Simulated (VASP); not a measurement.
Runs of VASP 6.6.1 on GaAs. Symmetry: F-43m, No. 216, cubic system. Conventional cell: a = 5.663 Å, b = 5.663 Å, c = 5.663 Å, α = 90.00°, β = 90.00°, γ = 90.00°. Ga (site symmetry -43m) has 4 As at 2.45 Å as nearest neighbours. Around As (site symmetry -43m) lie 4 Ga at 2.45 Å. The cell is a database's computed one.

```csv
level,potentials or basis,k mesh,cutoff (eV),smearing,gap on the mesh (eV),pressure (GPa)
PBEsol,"VASP PAW PBE potentials, release 64 (Ga_d, As)",10 × 10 × 10,700,gaussian 0.02 eV,0.42,0.0
r2SCAN,"VASP PAW PBE potentials, release 64 (Ga_d, As)",10 × 10 × 10,520,gaussian 0.02 eV,(a),0.3
PBEsol,"VASP PAW PBE potentials, release 64 (Ga_d, As)",16 × 16 × 16,520,gaussian 0.02 eV,0.42,0.0
PBEsol,"VASP PAW PBE potentials, release 64 (Ga_d, As)",10 × 10 × 10,520,gaussian 0.5 eV,0.42,0.1
PBEsol,"VASP PAW PBE potentials, release 64 (Ga_h, As)",10 × 10 × 10,900,gaussian 0.02 eV,0.42,0.1
```

Alike in all rows: task single point; no spin polarisation; cell as given.

**Question.** Fill in the values left out.

**Answer.** (a) 0.96.

Caveats: the PAW data sets were made with another functional, which shifts forces and pressure a little.

A k mesh can miss the band edges, and the runs leave out spin-orbit coupling on As, Ga.
